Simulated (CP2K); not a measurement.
# Te2Mo in CP2K: a series of runs

One slab, Te2Mo, is run at these levels: PBE+D4, PBE+rVV10, PBE+D3(BJ)+ATM; tasks: single point.

All numbers are computed with CP2K 2026.2; they aren't measurements. Logs are shortened: lines on timing, memory, paths and dates and some standing lists are left out, and cuts for length are marked.

## Step 1: The structure

The cell holds a slab with vacuum, 6 atoms: a = 6.362 Å, b = 3.480 Å, c = 36.176 Å, α = 90.00°, β = 90.14°, γ = 90.00°.

## Step 2: Single point, PBE+D4

Contents of te2mo_scf.inp:

```
&GLOBAL
  PROJECT te2mo_scf
  RUN_TYPE ENERGY_FORCE
  PRINT_LEVEL LOW
&END GLOBAL
&FORCE_EVAL
  METHOD QS
  STRESS_TENSOR ANALYTICAL
  &DFT
    BASIS_SET_FILE_NAME BASIS_MOLOPT_UZH
    POTENTIAL_FILE_NAME POTENTIAL_UZH
    &MGRID
      CUTOFF 450
      REL_CUTOFF 60
      NGRIDS 5
    &END MGRID
    &QS
      METHOD GPW
      EPS_DEFAULT 1.0E-9
    &END QS
    &KPOINTS
      SCHEME MONKHORST-PACK 4 8 1
      GAMMA_CENTERED T
      SYMMETRY T
      SYMMETRY_BACKEND SPGLIB
    &END KPOINTS
    &SCF
      SCF_GUESS ATOMIC
      EPS_SCF 1.0E-6
      MAX_SCF 100
      ADDED_MOS 24
      CHOLESKY OFF
      EPS_EIGVAL 1.0E-7
      &DIAGONALIZATION ON
        ALGORITHM STANDARD
      &END DIAGONALIZATION
      &MIXING ON
        METHOD BROYDEN_MIXING
        ALPHA 0.4
        BETA 1.5
        NBUFFER 8
      &END MIXING
      &SMEAR ON
        METHOD FERMI_DIRAC
        ELECTRONIC_TEMPERATURE 580.23
      &END SMEAR
    &END SCF
    &XC
      &XC_FUNCTIONAL
        &GGA_X_PBE
        &END GGA_X_PBE
        &GGA_C_PBE
        &END GGA_C_PBE
      &END XC_FUNCTIONAL
      &VDW_POTENTIAL
        POTENTIAL_TYPE PAIR_POTENTIAL
        &PAIR_POTENTIAL
          TYPE DFTD4
          REFERENCE_FUNCTIONAL PBE
          D4_CUTOFF 20
        &END PAIR_POTENTIAL
      &END VDW_POTENTIAL
    &END XC
    &PRINT
      &KPOINTS ON
      &END KPOINTS
      &MULLIKEN ON
      &END MULLIKEN
      &MO ON
        ENERGIES T
        OCCUPATION_NUMBERS T
        &EACH
          QS_SCF 0
        &END EACH
        ADD_LAST NUMERIC
      &END MO
      &LOWDIN ON
      &END LOWDIN
      &HIRSHFELD ON
        SHAPE_FUNCTION DENSITY
      &END HIRSHFELD
      &E_DENSITY_CUBE ON
        STRIDE 1
      &END E_DENSITY_CUBE
      &V_HARTREE_CUBE ON
        STRIDE 1
      &END V_HARTREE_CUBE
      &ELF_CUBE ON
        STRIDE 1
      &END ELF_CUBE
    &END PRINT
  &END DFT
  &SUBSYS
    &CELL
      A 6.3616090156 0.0000000000 0.0000000000
      B 0.0000000000 3.4804030600 0.0000000000
      C -0.0857412231 0.0000000000 36.1758904685
      PERIODIC XYZ
    &END CELL
    &COORD
      SCALED
      Te  0.4292511000 0.7500000000 0.5407035800
      Te  0.5707489000 0.2500000000 0.4592964200
      Te  0.9208478700 0.2500000000 0.5565273200
      Te  0.0791521300 0.7500000000 0.4434726800
      Mo  0.1813475600 0.2500000000 0.4974653700
      Mo  0.8186524400 0.7500000000 0.5025346300
    &END COORD
    &KIND Te
      BASIS_SET DZVP-MOLOPT-PBE-GTH-q6
      POTENTIAL GTH-PBE-q6
    &END KIND
    &KIND Mo
      BASIS_SET DZVP-MOLOPT-PBE-GTH-q14
      POTENTIAL GTH-PBE-q14
    &END KIND
    &PRINT
      &ATOMIC_COORDINATES ON
      &END ATOMIC_COORDINATES
      &CELL ON
      &END CELL
    &END PRINT
  &END SUBSYS
  &PRINT
    &FORCES ON
    &END FORCES
    &STRESS_TENSOR ON
    &END STRESS_TENSOR
  &END PRINT
&END FORCE_EVAL
```

Potentials or basis: POTENTIAL_UZH Te GTH-PBE-q6, Mo GTH-PBE-q14; DZVP-MOLOPT-PBE-GTH basis.

Run with:

```
OMP_NUM_THREADS=1 cp2k.psmp -i te2mo_scf.inp -o te2mo_scf.out
```

te2mo_scf.out:

```text

 CP2K| version string:                                       CP2K version 2026.2
 CP2K| Input file name                                             te2mo_scf.inp

 GLOBAL| Force Environment number                                              1
 GLOBAL| Basis set file name                                    BASIS_MOLOPT_UZH
 GLOBAL| Potential file name                                       POTENTIAL_UZH
 GLOBAL| MM Potential file name                                     MM_POTENTIAL
 GLOBAL| Coordinate file name                                      __STD_INPUT__
 GLOBAL| Method name                                                        CP2K
 GLOBAL| Project name                                                  te2mo_scf
 GLOBAL| Run type                                                   ENERGY_FORCE
 GLOBAL| FFT library                                                       FFTW3
[... 8 lines left out ...]
 GLOBAL| CPU model name                                                  UNKNOWN

 CELL| Volume [angstrom^3]:                                           800.969070
 CELL| Vector a [angstrom]:       6.362     0.000     0.000   |a| =     6.361609
 CELL| Vector b [angstrom]:       0.000     3.480     0.000   |b| =     3.480403
 CELL| Vector c [angstrom]:      -0.086     0.000    36.176   |c| =    36.175992
 CELL| Angle (b,c), alpha [degree]:                                    90.000000
 CELL| Angle (a,c), beta  [degree]:                                    90.135798
 CELL| Angle (a,b), gamma [degree]:                                    90.000000
 CELL| Numerically orthorhombic:                                              NO
 CELL| Periodicity                                                           XYZ

 CELL_REF| Volume [angstrom^3]:                                       800.969070
 CELL_REF| Vector a [angstrom     6.362     0.000     0.000   |a| =     6.361609
 CELL_REF| Vector b [angstrom     0.000     3.480     0.000   |b| =     3.480403
 CELL_REF| Vector c [angstrom    -0.086     0.000    36.176   |c| =    36.175992
 CELL_REF| Angle (b,c), alpha [degree]:                                90.000000
 CELL_REF| Angle (a,c), beta  [degree]:                                90.135798
 CELL_REF| Angle (a,b), gamma [degree]:                                90.000000
 CELL_REF| Numerically orthorhombic:                                          NO
 CELL_REF| Periodicity                                                       XYZ
[... 10 lines left out ...]

  Total number of            - Atomic kinds:                                   2
                             - Atoms:                                          6
                             - Shell sets:                                     6
                             - Shells:                                        36
                             - Primitive Cartesian functions:                 28
                             - Cartesian basis functions:                    118
                             - Spherical basis functions:                    104

  Maximum angular momentum of- Orbital basis functions:                        3
                             - Local part of the GTH pseudopotential:          2
                             - Non-local part of the GTH pseudopotential:      4

 MODULE QUICKSTEP: ATOMIC COORDINATES IN ANGSTROM

   Atom Kind Element         X             Y             Z       Z(eff)     Mass
      1    1 Te   52      2.684367      2.610302     19.560433   6.0000 127.6000
      2    1 Te   52      3.591501      0.870101     16.615457   6.0000 127.6000
      3    1 Te   52      5.810357      0.870101     20.132871   6.0000 127.6000
      4    1 Te   52      0.465511      2.610302     16.043019   6.0000 127.6000
      5    2 Mo   42      1.111009      0.870101     17.996253  14.0000  95.9600
      6    2 Mo   42      5.164859      2.610302     18.179638  14.0000  95.9600

 SCF PARAMETERS         Density guess:                                    ATOMIC
[... 9 lines left out ...]
                        --------------------------------------------------------
                        level_shift [a.u.]:                             0.000000
                        added MOs                                        24    0
                        --------------------------------------------------------
                        Mixing method:                            BROYDEN_MIXING
[... 11 lines left out ...]
 *******************************************************************************
 BRILLOUIN| K-point scheme                                        Monkhorst-Pack
 BRILLOUIN| K-Point grid                                             4    8    1
 BRILLOUIN| Gamma-centered k-point mesh                                     ON
 BRILLOUIN| K-point symmetry accuracy                               0.100000E-05
 BRILLOUIN| K-Point point group symmetrization                                ON
 BRILLOUIN| Symmetry backend                                             SPGLIB
 BRILLOUIN| Symmetry reduction method                                    SPGLIB
 BRILLOUIN| Wavefunction type                                            COMPLEX
 BRILLOUIN| List of Kpoints [2 Pi/Bohr]                                       15
 BRILLOUIN| Number           Weight            X              Y              Z
 BRILLOUIN|     1           0.12500       -0.25000       -0.37500        0.00000
[... 40 lines left out ...]
    12 Broy./Diag. 0.40E+00    2.3     0.00022601      -168.3956473004  8.30E-04
    13 Broy./Diag. 0.40E+00    2.3     0.00006562      -168.3953384378  3.09E-04
    14 Broy./Diag. 0.40E+00    2.4     0.00005314      -168.3941369789  1.20E-03
    15 Broy./Diag. 0.40E+00    2.3     0.00000943      -168.3938085043  3.28E-04
    16 Broy./Diag. 0.40E+00    2.3     0.00001725      -168.3936159239  1.93E-04
    17 Broy./Diag. 0.40E+00    2.3     0.00001066      -168.3934813661  1.35E-04
    18 Broy./Diag. 0.40E+00    2.3     0.00000900      -168.3934227244  5.86E-05
    19 Broy./Diag. 0.40E+00    2.3     0.00000505      -168.3934074490  1.53E-05
    20 Broy./Diag. 0.40E+00    2.3     0.00000169      -168.3934210279 -1.36E-05
    21 Broy./Diag. 0.40E+00    2.3     0.00000146      -168.3934394713 -1.84E-05
    22 Broy./Diag. 0.40E+00    2.4     0.00000040      -168.3934466567 -7.19E-06

  *** SCF run converged in    22 steps ***

  Electronic density on regular grids:        -52.0000000025       -0.0000000025
  Core density on regular grids:               51.9999999279       -0.0000000721
  Total charge density on r-space grids:       -0.0000000746
  Total charge density g-space grids:          -0.0000000746

  Overlap energy of the core charge distribution:               0.00000000014769
  Self energy of the core charge distribution:               -326.21236681963956
  Core Hamiltonian energy:                                     73.37755481017668
  Hartree energy:                                             107.73089908629053
  Exchange-correlation energy:                                -23.19511863898862
  Dispersion energy:                                           -0.09412078486949
  Electronic entropic energy:                                  -0.00029430951703
  Fermi energy:                                                -0.05876530978344

  Total energy:                                              -168.39344665666084
  Total energy (extrapolated to T->0):                       -168.39329950190233

 MO| EIGENVALUES AND OCCUPATION NUMBERS FOR K POINT 1
 MO|
 MO|  Index      Eigenvalue [a.u.]        Eigenvalue [eV]             Occupation
 MO|      1              -2.289087             -62.289226               2.000000
 MO|      2              -2.288216             -62.265511               2.000000
 MO|      3              -1.351546             -36.777448               2.000000
 MO|      4              -1.351194             -36.767848               2.000000
 MO|      5              -1.344226             -36.578246               2.000000
 MO|      6              -1.343447             -36.557062               2.000000
[... 770 lines left out ...]
 MO|     49               0.450447              12.257296               0.000000
 MO|     50               0.477562              12.995120               0.000000
 MO| Sum:                                                              52.108243
 MO| E(Fermi):           -0.058765 a.u.         -1.599085 eV

 [... the levels of further k-points ...]

 The electron density is written in Cube    file format to the file:

 te2mo_scf-ELECTRON_DENSITY-1_0.cube

 !-----------------------------------------------------------------------------!
                     Mulliken Population Analysis

 #  Atom  Element  Kind  Atomic population                           Net charge
       1     Te       1          5.864200                              0.135800
       2     Te       1          5.864200                              0.135800
       3     Te       1          5.820008                              0.179992
       4     Te       1          5.820008                              0.179992
       5     Mo       2         14.315793                             -0.315793
       6     Mo       2         14.315793                             -0.315793
 # Total charge                             52.000000                  0.000000

 !-----------------------------------------------------------------------------!

 !-----------------------------------------------------------------------------!
                           Hirshfeld Charges

  #Atom  Element  Kind  Ref Charge     Population                    Net charge
      1       Te     1       6.000          6.057                        -0.057
      2       Te     1       6.000          6.057                        -0.057
      3       Te     1       6.000          6.028                        -0.028
      4       Te     1       6.000          6.028                        -0.028
      5       Mo     2      14.000         13.915                         0.085
      6       Mo     2      14.000         13.915                         0.085

  Total Charge                                                            0.000
 !-----------------------------------------------------------------------------!

 LOWDIN POPULATION ANALYSIS

 #  Atom  Element  Kind  Atomic population                           Net charge
       1     Te       1          5.477373                              0.522627
       2     Te       1          5.477373                              0.522627
       3     Te       1          5.377570                              0.622430
       4     Te       1          5.377570                              0.622430
       5     Mo       2         15.145057                             -1.145057
       6     Mo       2         15.145057                             -1.145057
 # Total charge                             52.000000                  0.000000

               ----- ELF is computed on the real space grid -----

 ELF is written in Cube    file format to the file:

 te2mo_scf-ELF_S1-1_0.cube

 ENERGY| Total FORCE_EVAL ( QS ) energy [hartree]           -168.393436757423842

 FORCES| Atomic forces [hartree/bohr]
 FORCES|   Atom     x               y               z               |f|
 FORCES|      1 -5.34059251E-05  5.93531213E-09  4.36122733E-03   4.36155432E-03
 FORCES|      2  5.33887476E-05 -5.93529197E-09 -4.36122694E-03   4.36155371E-03
 FORCES|      3 -1.09406721E-03  6.95039024E-09  1.01212540E-02   1.01802144E-02
 FORCES|      4  1.09407766E-03 -6.95067129E-09 -1.01212546E-02   1.01802162E-02
 FORCES|      5  2.46977473E-03  6.55316892E-06  9.89952012E-04   2.66079596E-03
 FORCES|      6 -2.46976800E-03 -6.55316918E-06 -9.89951781E-04   2.66078963E-03
 FORCES| Sum    -3.59143271E-13 -5.22247685E-13 -1.02530874E-12
 FORCES| Total atomic force                                       1.20539809E-12

 STRESS| Analytical stress tensor [bar]
 STRESS|                        x                   y                   z
 STRESS|      x        6.07291772090E+02   9.54879845778E-04  -5.22393796343E+02
 STRESS|      y        9.54879845778E-04   1.89881209719E+03   1.85913584551E-03
 STRESS|      z       -5.22393796343E+02   1.85913584551E-03   5.59379228983E+03
 STRESS| 1/3 Trace                                             2.69996538637E+03
 STRESS| Determinant                                           5.93220942365E+09

 STRESS| Eigenvectors and eigenvalues of the analytical stress tensor [bar]
 STRESS|                        1                   2                   3
 STRESS| Eigenvalues   5.53152753324E+02   1.89881209719E+03   5.64793130860E+03
 STRESS|      x           0.994672622880      0.000000891859     -0.103084301867
 STRESS|      y          -0.000000848239      1.000000000000      0.000000466989
 STRESS|      z           0.103084301867     -0.000000377061      0.994672622881
```

Run time: 62 s. Hardware: 1 thread of Arm Neoverse V1, shared host; peak memory 1.3 GiB.

What came out:

* Free energy: -4582.2184 eV
* Largest force: 0.523 eV/Å
* Band gap on the k mesh: none (metal or under the smearing width)
* Mulliken charges: Te +0.14, +0.18; Mo -0.32 e
* Hirshfeld charges: Te -0.06, -0.03; Mo +0.09 e

Forces on the atoms (eV/Å):
```
Te  -0.003  0.000  0.224
Te   0.003  0.000 -0.224
Te  -0.056  0.000  0.520
Te   0.056  0.000 -0.520
Mo   0.127  0.000  0.051
Mo  -0.127  0.000 -0.051
```

Caveat: Mulliken charges move with the basis; the basis of atomic orbitals isn't converged, which shifts pressures, moduli and gaps. Spin-orbit coupling is left out, which matters for the levels of Te.

[end of part 1 of 2]
